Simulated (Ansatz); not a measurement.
# NbC: the functional and the phonons

NbC in the rock-salt structure, in a typed cell, not relaxed.

```xyz
2
Lattice="0.0000 2.2450 2.2450 2.2450 0.0000 2.2450 2.2450 2.2450 0.0000" Properties=species:S:1:pos:R:3 pbc="T T T"
Nb    0.0000    0.0000    0.0000
C     2.2450    2.2450    2.2450
```

DFT in Ansatz; PBE; all-electron PAW datasets (no frozen core) at 360 eV; k mesh 8×8×8; Fermi–Dirac smearing of 0.1 eV; no spin. Phonons (finite displacements in cells commensurate with each q) are harmonic and in cm⁻¹; i marks an unstable mode. Zone-centre lists hold the optical modes without the non-analytic term.

Caveats: coarse k mesh; soft modes or ε∞ of this crystal moved by over a tenth between k meshes, so they aren't converged.

At 11.31 Å³ an atom it gives top Γ mode (cm⁻¹) 510; lowest mode at X = [0.5, 0, 0.5] (cm⁻¹) 196; top mode at X = [0.5, 0, 0.5] (cm⁻¹) 570.

**Question.** Repeat with r2SCAN in the same cell, on the same kind of potentials and mesh. What changes?

**Answer.** 
| functional | cutoff (eV) | volume (Å³/atom) | top Γ mode (cm⁻¹) | lowest mode at X = [0.5, 0, 0.5] (cm⁻¹) | top mode at X = [0.5, 0, 0.5] (cm⁻¹) |
| --- | --- | --- | --- | --- | --- |
| r2SCAN in the same cell | 400 | 11.31 | 506 | 198 | 572 |
